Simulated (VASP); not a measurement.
# BN (F-43m) in VASP: notebook

Runs on BN. Level: r2SCAN. Tasks: single point.

Program: VASP 6.6.1. These are calculated values, not measurements. Logs are shortened: lines on timing, memory, paths and dates and some standing lists are left out, and cuts for length are marked.

**What was measured.**

From a printed reference work, monograph, for a bulk crystal of BN at 300 K: band gap 6.4 eV (indirect).

The runs below are set against these values where they give the same quantity.

### Step 1. Starting point

Symmetry: F-43m, No. 216, cubic system. Conventional cell: a = 3.613 Å, b = 3.613 Å, c = 3.613 Å, α = 90.00°, β = 90.00°, γ = 90.00°. Around B (site symmetry -43m) lie 4 N at 1.56 Å. N (site symmetry -43m) is surrounded by 4 B at 1.56 Å.

### Step 2. Single point, r2SCAN

INCAR

```
SYSTEM = BN
PREC = Accurate ; ENCUT = 520
EDIFF = 1E-7 ; ISMEAR = 0
SIGMA = 0.02 ; LREAL = .FALSE.
LASPH = .TRUE. ; NELM = 100
ALGO = Normal ; ISIF = 2
LWAVE = .FALSE. ; LCHARG = .FALSE.
METAGGA = R2SCAN ; LMIXTAU = .TRUE.
```

KPOINTS

```
regular mesh
0
G
  14 14 14
  0 0 0
```

POSCAR

```
BN                                      
1.0
    0.0000000000      1.8065503229      1.8065503229
    1.8065503229      0.0000000000      1.8065503229
    1.8065503229      1.8065503229      0.0000000000
  B               N             
     1     1
Direct
     0.0000000000000000    0.0000000000000000    0.0000000000000000
     0.2500000000000000    0.2500000000000000    0.2500000000000000
```

Potentials or basis: VASP PAW PBE potentials, release 64 (B, N).

Launch:

```bash
$ cat potpaw_PBE.64/B/POTCAR potpaw_PBE.64/N/POTCAR > POTCAR
$ mpirun -np 1 vasp_std > vasp.out
```

OUTCAR:

```text
SYSTEM = BN
   PREC = Accurate
   ENCUT = 520
   EDIFF = 1E-7
   ISMEAR = 0
   LREAL = .FALSE.
   LASPH = .TRUE.
   NELM = 100
   ISIF = 2
   METAGGA = R2SCAN

 ion  position               nearest neighbor table
   1  0.000  0.000  0.000-   2 1.56   2 1.56   2 1.56   2 1.56
   2  0.250  0.250  0.250-   1 1.56   1 1.56   1 1.56   1 1.56

  LATTYP: Found a face centered cubic cell.
 ALAT       =     3.6131006458

  Lattice vectors:

 A1 = (   0.0000000000,   1.8065503229,   1.8065503229)
 A2 = (   1.8065503229,   0.0000000000,   1.8065503229)
 A3 = (   1.8065503229,   1.8065503229,   0.0000000000)

Analysis of symmetry for initial positions (statically):
=====================================================================
 Subroutine PRICEL returns:
 Original cell was already a primitive cell.

 Routine SETGRP: Setting up the symmetry group for a
 face centered cubic supercell.

 Subroutine GETGRP returns: Found 24 space group operations
 (whereof 24 operations were pure point group operations)
 out of a pool of 48 trial point group operations.

The static configuration has the point symmetry T_d .

Analysis of symmetry for dynamics (positions and initial velocities):
=====================================================================
 Subroutine PRICEL returns:
 Original cell was already a primitive cell.

 Routine SETGRP: Setting up the symmetry group for a
 face centered cubic supercell.

 Subroutine GETGRP returns: Found 24 space group operations
 (whereof 24 operations were pure point group operations)
 out of a pool of 48 trial point group operations.

The dynamic configuration has the point symmetry T_d .

 Subroutine INISYM returns: Found 24 space group operations
 (whereof 24 operations are pure point group operations),
 and found     1 'primitive' translations

----------------------------------------------------------------------------------------

                                     Primitive cell

  volume of cell :      11.7918

  direct lattice vectors                    reciprocal lattice vectors
     0.000000000  1.806550323  1.806550323    -0.276770591  0.276770591  0.276770591
     1.806550323  0.000000000  1.806550323     0.276770591 -0.276770591  0.276770591
     1.806550323  1.806550323  0.000000000     0.276770591  0.276770591 -0.276770591

  length of vectors
     2.554847968  2.554847968  2.554847968     0.479380725  0.479380725  0.479380725

  position of ions in fractional coordinates (direct lattice)
     0.000000000  0.000000000  0.000000000
     0.250000000  0.250000000  0.250000000

  ion indices of the primitive-cell ions
   primitive index   ion index
                 1           1
                 2           2

----------------------------------------------------------------------------------------

 KPOINTS: regular mesh

Automatic generation of k-mesh.
 Grid dimensions read from file:
 generate k-points for:   14   14   14

 Generating k-lattice:

  Cartesian coordinates                     Fractional coordinates (reciprocal lattice)
    -0.019769328  0.019769328  0.019769328     0.071428571  0.000000000  0.000000000
     0.019769328 -0.019769328  0.019769328     0.000000000  0.071428571  0.000000000
     0.019769328  0.019769328 -0.019769328     0.000000000  0.000000000  0.071428571

  Length of vectors
     0.034241480  0.034241480  0.034241480

  Shift w.r.t. Gamma in fractional coordinates (k-lattice)
     0.000000000  0.000000000  0.000000000

 Subroutine IBZKPT returns following result:
 ===========================================

 Found    104 irreducible k-points:

 Following reciprocal coordinates:
            Coordinates               Weight
  0.000000  0.000000  0.000000      1.000000
  0.071429  0.000000  0.000000      8.000000
  0.142857  0.000000  0.000000      8.000000
  0.214286  0.000000  0.000000      8.000000
  0.285714  0.000000  0.000000      8.000000
  0.357143  0.000000  0.000000      8.000000
[... 16 lines left out ...]
  0.214286  0.142857  0.000000     24.000000
  0.285714  0.142857  0.000000     24.000000
 [... further k-points ...]
   k-points           NKPTS =    104   k-points in BZ     NKDIM =    104   number of bands    NBANDS=      8
   number of dos      NEDOS =    301   number of ions     NIONS =      2
   total plane-waves  NPLWV =   8000
   dimension x,y,z NGX =    20 NGY =   20 NGZ =   20
   dimension x,y,z NGXF=    40 NGYF=   40 NGZF=   40
   ions per type =               1   1
   NGX,Y,Z   is equivalent  to a cutoff of  13.01, 13.01, 13.01 a.u.
   NGXF,Y,Z  is equivalent  to a cutoff of  26.03, 26.03, 26.03 a.u.
 SYSTEM =  BN
   PREC   = accura    normal or accurate (medium, high low for compatibility)
   ISTART =      0    job   : 0-new  1-cont  2-samecut
   ICHARG =      2    charge: 1-file 2-atom 10-const
   ISPIN  =      1    spin polarized calculation?
   LNONCOLLINEAR =      F non collinear calculations
   LSORBIT =      F    spin-orbit coupling
   LASPH  =      T    aspherical Exc in radial PAW
   ENCUT  =  520.0 eV  38.22 Ry    6.18 a.u.   4.75  4.75  4.75*2*pi/ulx,y,z
   NELM   =    100;   NELMIN=  2; NELMDL= -5     # of ELM steps
   EDIFF  = 0.1E-06   stopping-criterion for ELM
   LREAL  =      F    real-space projection
   EDIFFG = 0.1E-05   stopping-criterion for IOM
   NSW    =      0    number of steps for IOM
   IBRION =     -1    ionic relax: 0-MD 1-quasi-New 2-CG
   NFREE  =      0    steps in history (QN), initial steepest desc. (CG)
   ISIF   =      2    stress and relaxation
   ISYM   =      2    0-nonsym 1-usesym 2-fastsym
   POTIM  = 0.5000    time-step for ionic-motion
   TEBEG  =    0.0;   TEEND  =   0.0 temperature during run
   PSTRESS=    0.0 pullay stress
   NELECT =       8.0000    total number of electrons
   NUPDOWN=      -1.0000    fix difference up-down
   EMIN   =  10.00;   EMAX   =-10.00  energy-range for DOS
   EFERMI =   0.00;   METHOD = LEGACY
   ISMEAR =     0;   SIGMA  =   0.02  broadening in eV -4-tet -1-fermi 0-gaus
   EFERMI_NEDOS =   21; number of points for ismear=-14 and -15
   IALGO  =     38    algorithm
   IMIX   =      4    mixing-type and parameters
     AMIX     =   0.40;   BMIX     =  1.00
     AMIX_MAG =   1.60;   BMIX_MAG =  1.00
  volume/ion in A,a.u.               =       5.90        39.79
  Fermi-wavevector in a.u.,A,eV,Ry     =   1.438505  2.718381 28.154497  2.069297
  Thomas-Fermi vector in A             =   2.557464
   LORBIT       =      0    0 simple, 1 ext, 2 COOP (PROOUT), +10 PAW based schemes
   METAGGA = R2SCAN    functional components
   LHFCALC =     F    Hartree Fock is set to
   AEXX    =    0.0000 exact exchange contribution
   IVDW    =     0    specifies the selected vdW correction
   LEPSILON=     F    determine dielectric tensor
   LRPA    =     F    only Hartree local field effects (RPA)
 non-spin polarized calculation
 Gauss-broadening in eV      SIGMA  =   0.02
  energy-cutoff  :      520.00
  volume of cell :       11.79
 maximum number of plane-waves:       332
   NGX =  9   NGY =  9   NGZ =  9

 number of electron       7.9999999 magnetization

 Free energy of the ion-electron system (eV)
  ---------------------------------------------------
  ext. energy  EPLUGINS =         0.00000000
  ---------------------------------------------------
  free energy    TOTEN  =       -19.17177468 eV

  energy without entropy =      -19.17177468  energy(sigma->0) =      -19.17177468

 E-fermi :   7.4490     XC(G=0): -13.6547

 val. band max:        7.2618819160   @ k =   0.0000   0.0000   0.0000
 cond. band min:      12.2398588925   @ k =   0.5000   0.5000   0.0000
 fundamental gap:      4.9779769765
 Fermi energy:         7.4489760354

 k-point     1 :       0.0000    0.0000    0.0000
  band No.  band energies     occupation
      1     -14.0476      2.00000
      2       7.2619      2.00000
      3       7.2619      2.00000
      4       7.2619      2.00000
      5      16.7959      0.00000
      6      16.7959      0.00000
      7      16.7959      0.00000
      8      18.3511      0.00000

 k-point     2 :       0.0714    0.0000    0.0000
  band No.  band energies     occupation
      1     -13.9188      2.00000
      2       6.5459      2.00000
      3       7.1228      2.00000
      4       7.1228      2.00000
      5      16.9730      0.00000
      6      17.0112      0.00000
      7      17.0112      0.00000
      8      18.7887      0.00000

 k-point     3 :       0.1429    0.0000    0.0000
  band No.  band energies     occupation
      1     -13.5360      2.00000
      2       4.8073      2.00000
      3       6.7659      2.00000
      4       6.7659      2.00000
      5      17.2469      0.00000
      6      17.5473      0.00000
      7      17.5473      0.00000
      8      19.9260      0.00000

 k-point     4 :       0.2143    0.0000    0.0000
  band No.  band energies     occupation
      1     -12.9123      2.00000
      2       2.6507      2.00000
      3       6.3161      2.00000
      4       6.3161      2.00000
      5      17.4972      0.00000
      6      18.1466      0.00000
      7      18.1466      0.00000
      8      21.2335      0.00000

 k-point     5 :       0.2857    0.0000    0.0000
  band No.  band energies     occupation
      1     -12.0779      2.00000
      2       0.4402      2.00000
      3       5.8834      2.00000
      4       5.8834      2.00000
      5      17.7254      0.00000
      6      18.5669      0.00000
      7      18.5669      0.00000
      8      22.3348      0.00000
[... 177 lines left out ...]
 k-point    22 :       0.1429    0.1429    0.0000
  band No.  band energies     occupation
      1     -13.3662      2.00000
      2       5.5817      2.00000
      3       5.8322      2.00000
      4       5.8322      2.00000
      5      15.9348      0.00000
      6      18.8320      0.00000
      7      18.8320      0.00000
      8      19.7680      0.00000

 k-point    23 :       0.2143    0.1429    0.0000
  band No.  band energies     occupation
      1     -12.9079      2.00000
      2       3.9808      2.00000
      3       5.2816      2.00000
      4       5.6836      2.00000
      5      15.8642      0.00000
      6      19.4009      0.00000
      7      19.6770      0.00000
      8      20.3987      0.00000

 k-point    24 :       0.2857    0.1429    0.0000
  band No.  band energies     occupation
      1     -12.2217      2.00000
      2       1.9880      2.00000
      3       4.8269      2.00000
      4       5.3195      2.00000
      5      16.1928      0.00000
      6      19.7488      0.00000
      7      20.3170      0.00000
      8      20.9704      0.00000

 [... further k-points ...]

------------------------ aborting loop because EDIFF is reached ----------------------------------------

  FORCE on cell =-STRESS in cart. coord.  units (eV):
  Direction    XX          YY          ZZ          XY          YZ          ZX
  --------------------------------------------------------------------------------------
  -------------------------------------------------------------------------------------
  Total        0.0009273      0.0009273      0.0009273      0.0000000     -0.0000000     -0.0000000
  in kB        0.1259881      0.1259881      0.1259881      0.0000000     -0.0000000     -0.0000000
  external PRESSURE =       0.1259881 kB  Pullay stress =       0.0000000 kB

 VOLUME and BASIS-vectors are now :
 -----------------------------------------------------------------------------
  energy-cutoff  :      520.00
  volume of cell :       11.79
      direct lattice vectors                 reciprocal lattice vectors
     0.000000000  1.806550323  1.806550323    -0.276770591  0.276770591  0.276770591
     1.806550323  0.000000000  1.806550323     0.276770591 -0.276770591  0.276770591
     1.806550323  1.806550323  0.000000000     0.276770591  0.276770591 -0.276770591

 POSITION                                       TOTAL-FORCE (eV/Angst)
 -----------------------------------------------------------------------------------
      0.00000      0.00000      0.00000        -0.000000     -0.000000     -0.000000
      0.90328      0.90328      0.90328         0.000000      0.000000      0.000000
 -----------------------------------------------------------------------------------
    total drift:                                0.000000      0.000000      0.000000

  FREE ENERGIE OF THE ION-ELECTRON SYSTEM (eV)
  ---------------------------------------------------
  free  energy   TOTEN  =       -19.1717746810 eV

  energy  without entropy=      -19.1717746810  energy(sigma->0) =      -19.17177468
```

It took 26 s on 1 thread of Intel Xeon 6975P-C (Granite Rapids), shared host; peak memory 0.12 GiB.

What came out:

* Free energy: -19.1718 eV
* Pressure: 0.0 GPa
* Band gap on the k mesh: 4.98 eV, indirect (least direct gap 9.53 eV)

Caveat: the PAW data sets were made with another functional, which shifts forces and pressure a little.

### Step 3. Single point, r2SCAN (a relaxed cell with its volume scaled by 0.97)

INCAR is that of step 2.

KPOINTS is that of step 2.

POSCAR

```
BN                                      
1.0
    0.0000000000      1.7883010921      1.7883010921
    1.7883010921      0.0000000000      1.7883010921
    1.7883010921      1.7883010921      0.0000000000
  B               N             
     1     1
Direct
     0.0000000000000000    0.0000000000000000    0.0000000000000000
     0.2500000000000000    0.2500000000000000    0.2500000000000000
```

Potentials or basis: VASP PAW PBE potentials, release 64 (B, N).

Launch:

```bash
$ cat potpaw_PBE.64/B/POTCAR potpaw_PBE.64/N/POTCAR > POTCAR
$ mpirun -np 1 vasp_std > vasp.out
```

It took 25 s on 1 thread of Intel Xeon 6975P-C (Granite Rapids), shared host; peak memory 0.12 GiB.

Results (log left out):

| Property | Result |
| --- | --- |
| Free energy | -19.1573 eV |
| Pressure | 12.6 GPa |
| Band gap on the k mesh | 5.01 eV, indirect (least direct gap 9.68 eV) |

Levels at points of the mesh, in eV from the valence-band top:
```
           k point  band 1  band 2  band 3  band 4  band 5  band 6  band 7  band 8
(0.00, 0.00, 0.00)  -21.67    0.00    0.00    0.00    9.68    9.68    9.68   11.62
(0.50, 0.00, 0.00)  -17.21  -11.39   -2.08   -2.08   11.23   11.65   11.65   16.75
(0.50, 0.50, 0.00)  -15.75   -9.54   -5.26   -5.26    5.01   10.00   19.78   19.78
```

Caveat: the PAW data sets were made with another functional, which shifts forces and pressure a little. A k mesh can miss the band edges.

### Step 4. Single point, r2SCAN (a relaxed cell with its volume scaled by 1.03)

INCAR is that of step 3.

KPOINTS is that of step 3.

POSCAR

```
BN                                      
1.0
    0.0000000000      1.8244381231      1.8244381231
    1.8244381231      0.0000000000      1.8244381231
    1.8244381231      1.8244381231      0.0000000000
  B               N             
     1     1
Direct
     0.0000000000000000    0.0000000000000000    0.0000000000000000
     0.2500000000000000    0.2500000000000000    0.2500000000000000
```

Launch:

```bash
$ cat potpaw_PBE.64/B/POTCAR potpaw_PBE.64/N/POTCAR > POTCAR
$ mpirun -np 1 vasp_std > vasp.out
```

Run time: 26 s. Hardware: 1 thread of Intel Xeon 6975P-C (Granite Rapids), shared host; peak memory 0.12 GiB.

Results (log left out):

```yaml
Free_energy: -19.1603 eV
Pressure: -11.0 GPa
Band_gap_on_the_k_mesh: 4.94 eV, indirect (least direct gap 9.39 eV)
```

Levels at points of the mesh, in eV from the valence-band top:
| k point | band 1 | band 2 | band 3 | band 4 | band 5 | band 6 | band 7 | band 8 |
| --- | --- | --- | --- | --- | --- | --- | --- | --- |
| (0.00, 0.00, 0.00) | -20.97 | 0.00 | 0.00 | 0.00 | 9.39 | 9.39 | 9.39 | 10.58 |
| (0.50, 0.00, 0.00) | -16.81 | -10.82 | -1.96 | -1.96 | 10.41 | 11.31 | 11.31 | 16.10 |
| (0.50, 0.50, 0.00) | -15.43 | -9.13 | -4.96 | -4.96 | 4.94 | 9.65 | 18.81 | 18.81 |

Caveat: the PAW data sets were made with another functional, which shifts forces and pressure a little.

### Step 5. The runs side by side

```tsv
cell	gap on the mesh (eV)	pressure (GPa)
as given	4.98	0.0
a relaxed cell with its volume scaled by 0.97	5.01	12.6
a relaxed cell with its volume scaled by 1.03	4.94	-11.0
```

Alike in all rows: task single point; level r2SCAN; potentials or basis VASP PAW PBE potentials, release 64 (B, N); no spin polarisation; k mesh 14 × 14 × 14; cutoff (eV) 520; smearing gaussian 0.02 eV.

Caveats: the PAW data sets were made with another functional, which shifts forces and pressure a little.

Total energies depend on the potentials used, so only differences within one code and one set of settings carry meaning.

### Step 6. How close it comes

Step 2. Against the measured gap of BN, 6.4 eV (indirect; 300 K; a printed reference work, monograph), the calculated 4.98 eV is off by -1.42 eV. The value is that of r2SCAN on a finite k mesh, which can miss the band edges, without temperature or zero-point motion.
